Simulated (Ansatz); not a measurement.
# Structure types of Bi compared at -0.57 GPa

Structure types of Bi are relaxed in primitive cells with their symmetry kept at -0.57 GPa, first on PAW files, then by LAPW. The enthalpy is E + pV at zero temperature, without zero-point motion. Only the types listed were tried, and differences under about 5 meV/atom are mesh noise. The real phase may be another.

Level of theory: DFT with PBE, scalar-relativistic, in Ansatz 0.2.0; Fermi–Dirac smearing of 0.05 eV, no spin polarisation. LAPW: all electrons, basis error target 0.5 meV/atom; PAW: frozen-core files, cutoff 420 eV.

k meshes: fcc 13×13×13, bcc 14×14×14, hcp 12×12×7, A7 10×10×10, sc 12×12×12, beta tin 13×13×13.

Spin–orbit coupling is left out, which matters for the heavy atoms.

Which type is lowest in enthalpy, and by how much?

A7, 57 meV/atom below beta tin. The whole table:

```tsv
start type	ends as	a, b, c (Å)	V (Å³/atom)	H − H(lowest), LAPW (meV/atom)	same, PAW
fcc	fcc, Fm-3m	5.047, 5.047, 5.047	32.15	210.3	210.2
bcc	bcc, Im-3m	3.996, 3.996, 3.996	31.90	159.7	159.6
hcp	hcp, P6_3/mmc	3.499, 3.499, 6.050	32.06	161.5	161.4
A7	A7, R-3m	4.598, 4.598, 12.370	37.75	0.0	0.0
sc	sc, Pm-3m	3.292, 3.292, 3.292	35.67	59.7	59.6
beta tin	beta tin, I4_1/amd	6.402, 6.402, 3.367	34.49	56.9	56.9
```

Would beta tin gain on A7 at higher pressure?

Yes: dH/dp = V, and its volume is smaller by 3.25 Å³/atom. Held constant, that would close the gap after about 2.8 GPa more, a rough figure, since the volume difference changes with pressure.
